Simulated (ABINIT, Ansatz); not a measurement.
# SnO2 (P-3m1): modes at Γ and the response to a field, part 2 of 2

Which modes does SnO2 (P-3m1) have at the zone centre?

ABINIT 10.8.3; DFT LDA, scalar-relativistic, plane waves, PseudoDojo norm-conserving pseudopotentials.

So far. Step 3 (Ground state): The cell stands at -0.99 GPa: the relaxation ran with a smoothed and higher cutoff and on another k mesh. Step 5 (Linear response at Γ): The acoustic modes at Γ come out as far as 2.2 cm⁻¹ from zero, where they should vanish, a small numerical error; the Born charges miss their sum rule by 0.0016 e, which is good. The relaxed cell has a = 3.181, c = 4.457 Å (conventional setting).

The structure was built from a prototype and need not be the compound's stable phase.

## (6) Zone-centre analysis

anaddb reads the merged derivatives, imposes the acoustic sum rule and charge neutrality, and adds the LO-TO term along chosen directions.

File anaddb.abi:

```
ddb_filepath "gamma_DDB"
output_file "anaddb.abo"
outdata_prefix "anaddb"
asr 1
chneut 1
enunit 2
eivec 1
nph1l 1
qph1l 0.0 0.0 0.0 1.0
dieflag 1
nph2l 3
qph2l 
    1.0 0.0 0.0 0.0
    0.0 0.0 1.0 0.0
    1.0 1.0 1.0 0.0
```

File mrgddb.in:

```
gamma_DDB
merged
2
dfpt_gammao_DS2_DDB
gso_DDB
```

On the command line:

```
$ mrgddb < mrgddb.in > mrgddb.log
$ OMP_NUM_THREADS=1 anaddb anaddb.abi > anaddb.log
```

anaddb.abo, the main output file:

```text
[banners, grids, parts of the stress and lines that vanish by symmetry left out]
-outvars_anaddb: echo values of input variables ----------------------

 Flags :
[...]
Dielectric Tensor and Effective Charges
[...]
Effective charge tensors after
[...]
Phonon wavevector (reduced coordinates) :  0.00000  0.00000  0.00000
 Phonon energies in Hartree :
[...]
Phonon energies in meV     :
-  0.000000E+00  0.000000E+00  0.000000E+00  5.128957E+01  5.128957E+01
-  5.740530E+01  5.787824E+01  5.787824E+01  6.172516E+01
 Phonon frequencies in cm-1    :
-  0.000000E+00  0.000000E+00  0.000000E+00  4.136783E+02  4.136783E+02
-  4.630050E+02  4.668195E+02  4.668195E+02  4.978470E+02
 Phonon frequencies in Thz     :
-  0.000000E+00  0.000000E+00  0.000000E+00  1.240176E+01  1.240176E+01
-  1.388054E+01  1.399490E+01  1.399490E+01  1.492508E+01
 Phonon energies in Kelvin  :
-  0.000000E+00  0.000000E+00  0.000000E+00  5.951907E+02  5.951907E+02
-  6.661609E+02  6.716491E+02  6.716491E+02  7.162907E+02
[...]
-  1  0.00000000E+00  0.00000000E+00  1.90787817E-03
-     0.00000000E+00  0.00000000E+00  0.00000000E+00
-  2  0.00000000E+00  0.00000000E+00  1.90787827E-03
-     0.00000000E+00  0.00000000E+00  0.00000000E+00
-  3  0.00000000E+00  0.00000000E+00  1.90787827E-03
-     0.00000000E+00  0.00000000E+00  0.00000000E+00
[...]
-  1  0.00000000E+00  1.90787831E-03  0.00000000E+00
-     0.00000000E+00  0.00000000E+00  0.00000000E+00
-  2  0.00000000E+00  1.90787775E-03  0.00000000E+00
-     0.00000000E+00  0.00000000E+00  0.00000000E+00
-  3  0.00000000E+00  1.90787775E-03  0.00000000E+00
-     0.00000000E+00  0.00000000E+00  0.00000000E+00
[...]
-  1  1.90787831E-03  0.00000000E+00  0.00000000E+00
-     0.00000000E+00  0.00000000E+00  0.00000000E+00
-  2  1.90787775E-03  0.00000000E+00  0.00000000E+00
-     0.00000000E+00  0.00000000E+00  0.00000000E+00
-  3  1.90787775E-03  0.00000000E+00  0.00000000E+00
-     0.00000000E+00  0.00000000E+00  0.00000000E+00
[...]
-  1  4.96058043E-04 -8.57381870E-04  0.00000000E+00
-     0.00000000E+00  0.00000000E+00  0.00000000E+00
[...]
-     0.00000000E+00  0.00000000E+00  0.00000000E+00
[...]
-     0.00000000E+00  0.00000000E+00  0.00000000E+00
[...]
-     0.00000000E+00  0.00000000E+00  0.00000000E+00
[...]
-     0.00000000E+00  0.00000000E+00  0.00000000E+00
[...]
-     1          0.000000     0.000000    -0.000000     0.000000
-     2          0.000000     0.000001     0.000000     0.000001
-     3          0.000001    -0.000000     0.000000     0.000001
-     4          1.999721    -3.456298    -0.000000     3.993104
-     5          3.456298     1.999721     0.000000     3.993104
[...]
-     7          0.000000    -0.000000    -0.000000     0.000000
-     8          0.000000     0.000000     0.000000     0.000000
[...]
-   1     Real    0.0000E+00  0.0000E+00  0.0000E+00  0.0000E+00  0.0000E+00  0.0000E+00  0.0000E+00
[...]
-   2     Real    0.0000E+00  0.0000E+00  0.0000E+00  0.0000E+00  0.0000E+00  0.0000E+00  0.0000E+00
[...]
-   3     Real    0.0000E+00  0.0000E+00  0.0000E+00  0.0000E+00  0.0000E+00  0.0000E+00  0.0000E+00
[...]
-   4     Real    1.1192E-04  3.3435E-04  0.0000E+00 -1.9345E-04  0.0000E+00  0.0000E+00  4.4628E-04
[...]
-   5     Real    3.3435E-04  1.1192E-04  0.0000E+00  1.9345E-04  0.0000E+00  0.0000E+00  4.4628E-04
[...]
-   7     Real    0.0000E+00  0.0000E+00  0.0000E+00  0.0000E+00  0.0000E+00  0.0000E+00  0.0000E+00
[...]
-   8     Real    0.0000E+00  0.0000E+00  0.0000E+00  0.0000E+00  0.0000E+00  0.0000E+00  0.0000E+00
[...]
Phonon at Gamma, with non-analyticity in the
[...]
Phonon energies in Hartree :
[...]
Phonon energies in meV     :
-  0.000000E+00  0.000000E+00  0.000000E+00  5.128957E+01  5.740530E+01
[...]
Phonon frequencies in cm-1    :
-  0.000000E+00  0.000000E+00  0.000000E+00  4.136783E+02  4.630050E+02
[...]
Phonon frequencies in Thz     :
-  0.000000E+00  0.000000E+00  0.000000E+00  1.240176E+01  1.388054E+01
[...]
Phonon energies in Kelvin  :
-  0.000000E+00  0.000000E+00  0.000000E+00  5.951907E+02  6.661609E+02
[...]
Phonon at Gamma, with non-analyticity in the
[...]
Phonon energies in Hartree :
[...]
Phonon energies in meV     :
-  0.000000E+00  0.000000E+00  0.000000E+00  5.128957E+01  5.128957E+01
[...]
Phonon frequencies in cm-1    :
-  0.000000E+00  0.000000E+00  0.000000E+00  4.136783E+02  4.136783E+02
[...]
Phonon frequencies in Thz     :
-  0.000000E+00  0.000000E+00  0.000000E+00  1.240176E+01  1.240176E+01
[...]
Phonon energies in Kelvin  :
-  0.000000E+00  0.000000E+00  0.000000E+00  5.951907E+02  5.951907E+02
[...]
Phonon at Gamma, with non-analyticity in the
[...]
Phonon energies in Hartree :
[...]
Phonon energies in meV     :
-  0.000000E+00  0.000000E+00  0.000000E+00  5.128957E+01  5.666401E+01
[...]
Phonon frequencies in cm-1    :
-  0.000000E+00  0.000000E+00  0.000000E+00  4.136783E+02  4.570261E+02
[...]
Phonon frequencies in Thz     :
-  0.000000E+00  0.000000E+00  0.000000E+00  1.240176E+01  1.370130E+01
[...]
Phonon energies in Kelvin  :
-  0.000000E+00  0.000000E+00  0.000000E+00  5.951907E+02  6.575585E+02
[...]
-  2  1.90787564E-03  2.89320434E-06 -2.64567480E-07
-     0.00000000E+00  0.00000000E+00  0.00000000E+00
-  3  1.90787564E-03  2.89320434E-06 -2.64567480E-07
-     0.00000000E+00  0.00000000E+00  0.00000000E+00
[...]
-  1  0.00000000E+00  0.00000000E+00  0.00000000E+00
-     0.00000000E+00  0.00000000E+00  0.00000000E+00
-  2  2.07539340E-03 -3.58280718E-03  0.00000000E+00
-     0.00000000E+00  0.00000000E+00  0.00000000E+00
-  3 -2.07539340E-03  3.58280718E-03  0.00000000E+00
-     0.00000000E+00  0.00000000E+00  0.00000000E+00
[...]
-  1  0.00000000E+00  0.00000000E+00  0.00000000E+00
-     0.00000000E+00  0.00000000E+00  0.00000000E+00
-  2  3.58280718E-03  2.07539340E-03  0.00000000E+00
-     0.00000000E+00  0.00000000E+00  0.00000000E+00
-  3 -3.58280718E-03 -2.07539340E-03  0.00000000E+00
-     0.00000000E+00  0.00000000E+00  0.00000000E+00
[...]
Direction                     Dielectric constant
[...]
0.00000   0.00000   1.00000      4.14132417
   1.00000   1.00000   1.00000      8.46918288
-
```

Elapsed: 0.62 s, on 1 thread of Intel Xeon Platinum 8375C at 2.90GHz (Ice Lake), shared host.

Read from the output:

- highest optical zone-centre mode (no LO-TO term): 497.9 cm⁻¹
- mean static dielectric constant: 8.469
- highest mode moved by the LO-TO term: 625.9 cm⁻¹

No LO-TO term; unit eigenvectors of the mass-weighted matrix, from anaddb's displacements. The modes at Γ (shares of kinetic energy by element, %):

```tsv
mode	frequency (cm⁻¹)	Sn %	O %
1	0.0	79	21
2	0.0	79	21
3	0.0	79	21
4	413.7	21	79
5	413.7	21	79
6	463.0	21	79
7	466.8	0	100
8	466.8	0	100
9	497.8	0	100
```

Displacements in mode 4 (413.7 cm⁻¹), the largest set to 1:
```
Sn1  0.16 -0.27  0.00
O2  -0.58  1.00  0.00
O3  -0.58  1.00  0.00
```

Displacements in mode 7 (466.8 cm⁻¹), the largest set to 1:
```
Sn1  0.00  0.00  0.00
O2   0.58 -1.00  0.00
O3  -0.58  1.00  0.00
```

Static dielectric tensor (ions relaxed, fixed cell):

```
10.63  0.00  0.00
 0.00 10.63  0.00
 0.00  0.00  4.14
```

The rule moves no optical mode by more than 0.1 cm⁻¹.

## (7) A second program

The same cell goes through another code at the same cutoff. The files are of one family, but Ansatz's library holds files of its own making for some heavy elements, so those for Sn may differ. Its k mesh is centred on Γ.

This step: DFT LDA, scalar-relativistic, plane waves, norm-conserving pseudopotentials of its library (PseudoDojo's, some remade) (Ansatz 0.2.0).

File input.yaml:

```yaml
crystal:
  lattice:
    - [3.1811082052, 0.0, 0.0]
    - [-1.5905541026, 2.7549205179, 0.0]
    - [0.0, 0.0, 4.4568595232]
  atoms:
    - { symbol: Sn, position: [0.0, 0.0, 0.0] }
    - { symbol: O, position: [0.3333333333, 0.6666666667, 0.2215813156] }
    - { symbol: O, position: [0.6666666667, 0.3333333333, 0.7784186844] }
kpoints:
  mp_grid: { grid: [9, 9, 6] }
hamiltonian:
  xc: lda
  pseudopotentials: { kind: nc, accuracy: standard }
scf:
  occupations: { method: fixed }
output:
  eigenvalues: true
basis:
  ecutwfc: 979.61
phonons:
  method: dfpt
  dielectric: true
  rigid_motions: translations
```

On the command line:

```
$ ansatz run input.yaml --threads 4 --pin off --max-ram 16384MiB --backend cpu --events-out ev --progress --plain --runs-dir out
```

What it wrote:

```text
Warning: basis.ecutwfc = 979.61 eV is below the records' recommended 1142.878222 eV, and the density's cutoff is lower with it unless basis.ecutrho_ratio is high enough to keep the records' density cutoff: compare with a run at a higher cutoff
Engine: ansatz 0.2.0, x86_64-unknown-linux-gnu
Pseudopotentials: kind: nc
Pseudopotential: Sn, nc, valence charge 14, recommended cutoff 979.609905 eV (normal), Sn.nc.azcp (PseudoDojo's, or run here from an input of PseudoDojo's; its table is named by hamiltonian.pseudopotentials.accuracy)
Pseudopotential: O, nc, valence charge 6, recommended cutoff 1142.878222 eV (normal), O.nc.azcp (PseudoDojo's, or run here from an input of PseudoDojo's; its table is named by hamiltonian.pseudopotentials.accuracy)
Functional definition: SPW92
  exchange = slater_x
  correlation = pw_c
Crystal: 3 atoms, lattice volume = 39.059 Å³
Basis set: ecut = 979.61 eV, 2693 PW (Γ), exchange–correlation on 72×72×96 points (8 copies of the dense FFT grid, shifted against one another)
Bands: 17, of which v1, the nominal top of the filled ones, is band 13 counted from 1 (12 counted from 0)
Symmetry: 12 space group operations
k-points: 140 of 486 (irreducible under 2 space group operations, time reversal used)
Non-local potential: Sn, projectors of the file, l = 0: 2, l = 1: 2, l = 2: 2
Non-local potential: O, projectors of the file, l = 0: 2, l = 1: 2, l = 2: 1
Initial density: superposition of atomic densities (chi_scale 0.1, normalization cell, long waves kept (reshape's long-wave potential 0.07 eV rms))
Initial wavefunctions: pseudopotential atomic-orbital guess
Functional: x = slater, c = lda
SCF iter   1: F=—  HF=-3037.256257 eV  |F-HF|=—  |Δ(HF+E_count)|=         —  Δρ=7.17e-2  dr2=1.43e0  ethr=3.10e-3  ⟨swp⟩=5.3  Hψ=10856  notcnv=0  defer=272
preconditioner: auto → none  [insulator: Δε(μ)=2.312 eV  Ē_g=20.455 eV  n_scr=8 (ndim 8)  ℏωp=30.3 eV  f_vac=0.000  ε∞_Penn≈3.2]
SCF iter   2: F=—  HF=-3036.767918 eV  |F-HF|=—  |Δ(HF+E_count)|=   4.88e-1  Δρ=3.31e-2  dr2=1.63e-1  ethr=3.10e-3  ⟨swp⟩=2.6  Hψ=5570  notcnv=0  defer=277
SCF iter   3: F=—  HF=-3036.731180 eV  |F-HF|=—  |Δ(HF+E_count)|=   3.67e-2  Δρ=1.15e-2  dr2=4.18e-2  ethr=6.28e-4  ⟨swp⟩=2.1  Hψ=3748  notcnv=0  defer=279
SCF iter   4: F=—  HF=-3036.721492 eV  |F-HF|=—  |Δ(HF+E_count)|=   9.69e-3  Δρ=3.98e-3  dr2=2.10e-3  ethr=1.61e-4  ⟨swp⟩=2.2  Hψ=3882  notcnv=0  defer=279
SCF iter   5: F=—  HF=-3036.721109 eV  |F-HF|=—  |Δ(HF+E_count)|=   3.82e-4  Δρ=4.10e-4  dr2=1.87e-5  ethr=8.09e-6  ⟨swp⟩=2.5  Hψ=4567  notcnv=0  defer=279
SCF iter   6: F=—  HF=-3036.721112 eV  |F-HF|=—  |Δ(HF+E_count)|=   2.18e-6  Δρ=9.59e-5  dr2=7.78e-7  ethr=7.20e-8  ⟨swp⟩=2.5  Hψ=4200  notcnv=0  defer=278
SCF iter   7: F=—  HF=-3036.721110 eV  |F-HF|=—  |Δ(HF+E_count)|=   2.04e-6  Δρ=8.72e-6  dr2=6.57e-9  ethr=2.99e-9  ⟨swp⟩=2.0  Hψ=3474  notcnv=0  defer=84
SCF iter   8: F=-3036.721110 eV  HF=-3036.721110 eV  |F-HF|=3.64e-11  |Δ(HF+E_count)|=   1.43e-9  Δρ=5.89e-7  dr2=6.36e-11  ethr=1.00e-12  ⟨swp⟩=10.9  Hψ=21251  notcnv=0
SCF 1 converged in 8 iterations: F = -3036.721110 eV  dr2 = 6.36e-11
NSCF: frozen V_eff on 4 k-points
DFPT response loops at Γ: preconditioner auto → Resta (q_TF=auto, 2.549 Å⁻¹)  ε∞=5.7 (no band partly filled); β = 1.00, the filter's whole step (`scf.mixing.beta` (0.50) is not read by the response loops at its default; to damp them type it under 1.00, their step now; it binds the ground state too); Broyden in place of MSR1
── the response to a field inside a basis, on 10×10×6 k-points: an SCF that follows is theirs, and a resumed run solves both again ──
Bands: 14, of which v1, the nominal top of the filled ones, is band 13 counted from 1 (12 counted from 0)
k-points: 165 of 600 (irreducible under 4 space group operations)
Initial density: handed on by an earlier stage of this run
Initial wavefunctions: pseudopotential atomic-orbital guess (no wavefunctions were taken with the density)
Eigensolver: Dense (165 Hₖ)
SCF iter   1: F=—  HF=-3036.723407 eV  |F-HF|=—  |Δ(HF+E_count)|=         —  Δρ=7.37e-4  dr2=1.84e-5  ethr=1.00e-1
preconditioner: auto → none  [insulator: Δε(μ)=2.225 eV  Ē_g=16.434 eV  n_scr=8 (ndim 8)  ℏωp=30.3 eV  f_vac=0.083  ε∞_Penn≈4.4]
SCF iter   2: F=—  HF=-3036.723409 eV  |F-HF|=—  |Δ(HF+E_count)|=   2.68e-6  Δρ=3.71e-4  dr2=4.96e-6  ethr=7.09e-8
SCF iter   3: F=—  HF=-3036.723410 eV  |F-HF|=—  |Δ(HF+E_count)|=   1.01e-6  Δρ=1.60e-4  dr2=1.19e-6  ethr=1.91e-8
SCF iter   4: F=-3036.723411 eV  HF=-3036.723411 eV  |F-HF|=1.14e-9  |Δ(HF+E_count)|=   1.33e-7  Δρ=8.25e-6  dr2=4.65e-9  ethr=4.56e-9
SCF 1 converged in 4 iterations: F = -3036.723411 eV  dr2 = 4.65e-9
DFPT response loops at Γ: preconditioner auto → Resta (q_TF=auto, 2.549 Å⁻¹)  ε∞=5.2 (no band partly filled); β = 1.00, the filter's whole step (`scf.mixing.beta` (0.50) is not read by the response loops at its default; to damp them type it under 1.00, their step now; it binds the ground state too); Broyden in place of MSR1
WARN: field response: ε∞ stands inside a basis, on 10×10×6 points; the force constants stand on the 9×9×6 k-mesh, whose period is 13.01 times the interband length at k = (0.0000, 0.0000, 0.0000), direct gap 1.928 eV, under 14: take them and everything formed from them as unconverged, and compare with a denser kpoints.mp_grid
SCF converged after 8 iterations
Free energy (F): -3036.721110 eV
Harris-Foulkes:  -3036.721110 eV  (|F-HF|=3.64e-11)
Internal energy: -3036.721110 eV  (E = F + TS)
E sigma→0 (E₀):  -3036.721110 eV
Fermi energy:    7.583986 eV
--- Per-component energies (eV) ---
  E_band       = -96.754695
  E_kinetic    = 1893.592489
  E_local      = -2241.792758  (includes V_loc(G=0)·N_el)
  E_nonlocal   = -761.380461
  E_hartree    = 805.499577
  E_xc         = -817.598574
  E_vxc        = -598.173000  (∫ρ·V_xc dr)
  E_ewald      = -1915.041384
  E_smearing   = -0.000000  (= −TS)
  E_closure    = -0.000000  (closes the sum)
  Σ components = -3036.721110   (vs F -3036.721110, Δ=0.00e0)
--- Band table (eV; the first three rows and the last of 140) ---
  k-point 0: bands = [... 9 lower, 6.0989, 6.5093, 6.5093, 7.5262, 9.4539, 13.3841, 18.8323, 18.8323]
  k-point 1: bands = [... 9 lower, 6.0778, 6.5385, 6.5385, 7.0368, 9.9537, 13.3567, 18.8087, 18.8087]
  k-point 2: bands = [... 9 lower, 6.0419, 6.2587, 6.5910, 6.5910, 10.7361, 13.2345, 18.7636, 18.7636]
  k-point 139: bands = [... 9 lower, 4.2312, 5.4039, 7.2280, 7.2546, 13.2737, 15.3993, 17.2191, 19.3502]
--- Phonons (Γ-DFPT): 4 representative perturbations + reference, on 140 of 486 k-points (Σ response iterations 12) ---
  k mesh reduced under 2 symmetry operations, with k and −k counted as one. Each operation leaves every solved perturbation unchanged. A smaller set is not considered because the run solves the response to a homogeneous field
  ASR residual: 7.174e-4 → 0.000e0 eV/Å²; symmetrization residual: 1.403e-5 eV/Å²
  ASR residual per site (eV/Å²): 6.61e-4 7.17e-4 7.17e-4
  Γ frequencies (cm⁻¹): 0.00 0.00 0.00 413.68 413.68 463.01 466.84 466.84 497.94
  ε∞ (high-frequency dielectric tensor):
        4.640853    -0.000000    -0.000000
       -0.000000     4.640853    -0.000000
       -0.000000    -0.000000     3.073159
  ε⁰ (static dielectric tensor: ions relaxed, cell fixed):
       10.628229    -0.000000    -0.000000
       -0.000000    10.628229     0.000000
       -0.000000     0.000000     4.149816
  ε⁰ − ε∞ (ionic part):
        5.987376    -0.000000    -0.000000
       -0.000000     5.987376     0.000000
       -0.000000     0.000000     1.076657
  softest optical mode at Γ: 413.68 cm⁻¹; the repairs (sum rule, projections) moved no ω² at Γ by more than (3.79 cm⁻¹)²
  Born effective charges Z* (e; rows j = field, columns β = displacement):
    site 0:
         4.52764   -0.00000    0.00000
        -0.00000    4.52764    0.00000
         0.00000    0.00000    2.14891
    site 1:
        -2.26382    0.00000   -0.00000
        -0.00000   -2.26382   -0.00000
        -0.00000   -0.00000   -1.07445
    site 2:
        -2.26382    0.00000   -0.00000
         0.00000   -2.26382   -0.00000
        -0.00000   -0.00000   -1.07445
  Z* charge neutrality: 4.037e-4 e pre-enforcement
  solved inside a basis spanned on kpoints, on 10×10×6 k-points, its susceptibility summed on 14×14×10: ε∞ is read to err by 1.3e-2, Z* by 3.2e-2 e (field_mesh: kpoints solves on kpoints); Z* is corrected for what the basis lacks
  optical modes at Γ without the LO–TO term, one row a degenerate level:
      ω (cm⁻¹)  modes    IR ((D/Å)²/amu)
        413.68      2            37.5285
        463.01      1             4.2269
        466.84      2             0.0000
        497.94      1             0.0000
  optical modes at Γ + LO–TO along q̂ = [1.0000, 0.0000, 0.0000]:
      ω (cm⁻¹)  modes    IR ((D/Å)²/amu)
        413.68      1            18.7643
        463.01      1             4.2269
        466.84      2             0.0000
        497.94      1             0.0000
        626.04      1            18.7643
  optical modes at Γ + LO–TO along q̂ = [0.0000, 1.0000, 0.0000]:
      ω (cm⁻¹)  modes    IR ((D/Å)²/amu)
        413.68      1            18.7643
        463.01      1             4.2269
        466.84      2             0.0000
        497.94      1             0.0000
        626.04      1            18.7643
  optical modes at Γ + LO–TO along q̂ = [0.0000, 0.0000, 1.0000]:
      ω (cm⁻¹)  modes    IR ((D/Å)²/amu)
        413.68      2            37.5285
        466.84      2             0.0000
        497.94      1             0.0000
        538.04      1             4.2269
```

Wall time 51 s (4 threads); peak memory 1.4 GiB.

Numbers from this step:

```
sum-rule residual before enforcement     : 7.17e-4 eV/Å²
miss of the charge sum rule              : 4.04e-4 e
estimated error of the dielectric tensor : 0.01276
estimated error of the Born charges      : 0.03247 e
highest mode moved by the LO-TO term     : 626.0 cm⁻¹
```

Transverse modes. Infrared lines, with heights relative to the strongest:

```tsv
position (cm⁻¹)	label	IR intensity ((D/Å)²/amu), degenerate modes summed, relative
414	Eu	100
463	A2u	11
467	Eg	0.0
498	A1g	0.0
```

The log warns that the force constants on this k mesh are to be taken as unconverged.

## (8) The two compared: ABINIT PseudoDojo and Ansatz, library NC

Worked out from the results:

| Property | Result |
| --- | --- |
| root-mean-square difference | 0.04 cm⁻¹ |
| largest difference | 0.09 cm⁻¹ |

Frequencies side by side, by row:

```tsv
q (reciprocal lattice)	mode	ABINIT PseudoDojo (cm⁻¹)	Ansatz, library NC (cm⁻¹)
0 0 0	1	0	0
0 0 0	2	0	0
0 0 0	3	0	0
0 0 0	4	413.7	413.7
0 0 0	5	413.7	413.7
0 0 0	6	463	463
0 0 0	7	466.8	466.8
0 0 0	8	466.8	466.8
0 0 0	9	497.9	497.9
```

The two runs side by side. Further quantities:

```tsv
quantity	ABINIT PseudoDojo	Ansatz, library NC
mean ε∞	4.118	4.118
largest Born charge in size (e; the first before, the second after the charge sum rule)	3.735	3.735
```

At the zone centre the largest difference (acoustic modes at Γ apart) is 0.02 % of the highest mode.

## (9) Results

| Property | Result |
| --- | --- |
| space group after relaxation | P-3m1 |
| volume per atom | 13.0 Å³ |
| highest optical zone-centre mode (no LO-TO term) | 497.9 cm⁻¹ |
| lowest optical zone-centre mode | 413.7 cm⁻¹ |
| highest mode moved by the LO-TO term | 625.9 cm⁻¹ |
| mean high-frequency dielectric constant | 4.12 |
| largest Born charge in size (third of the trace) | 3.73 e |
| mean static dielectric constant | 8.47 |
| imaginary optical modes at the zone centre (no q mesh in this session) | none |
| largest difference from Ansatz, library NC | 0.09 cm⁻¹ |

**Reading.** At the LDA level the optical modes of SnO2 (P-3m1) at the zone centre (no LO-TO term) run from 414 to 498 cm⁻¹. The base run prints -0.99 GPa, mostly the error of a finite basis; the relaxation, with a smoothed and higher cutoff, had brought the cell to rest. Along the directions run, the highest mode that the macroscopic field moves lies at 626 cm⁻¹. Lattice motion raises the mean dielectric constant from 4.118 to 8.469. ABINIT PseudoDojo and Ansatz, library NC agree to 0.09 cm⁻¹ (0.02 % of the highest mode compared) on all solved modes but the acoustic ones at Γ, without the LO-TO term. These are harmonic frequencies at zero temperature: anharmonic shifts and linewidths and thermal expansion are left out. The published file for Sn has no f projectors, which tends to make oxide cells too large. Ansatz warns that the cutoff lies 14 % under the one recommended for these files; agreement at one cutoff is not convergence. Ansatz's log warns that force constants on this k mesh are to be taken as unconverged. The structure is a hypothetical one, built on a prototype.

[Host names and launcher messages were left out of these logs when they were recorded.]

[Logs are printed without paths, hosts, clocks, repeated set-up lines and the standing remarks that a program may print on its own settings, such as how far it seeks lower states.]

[Hosts, paths, dates, database ids (printed as entryN), source tags and the programs' standing remarks are cut or masked in the printed files.]
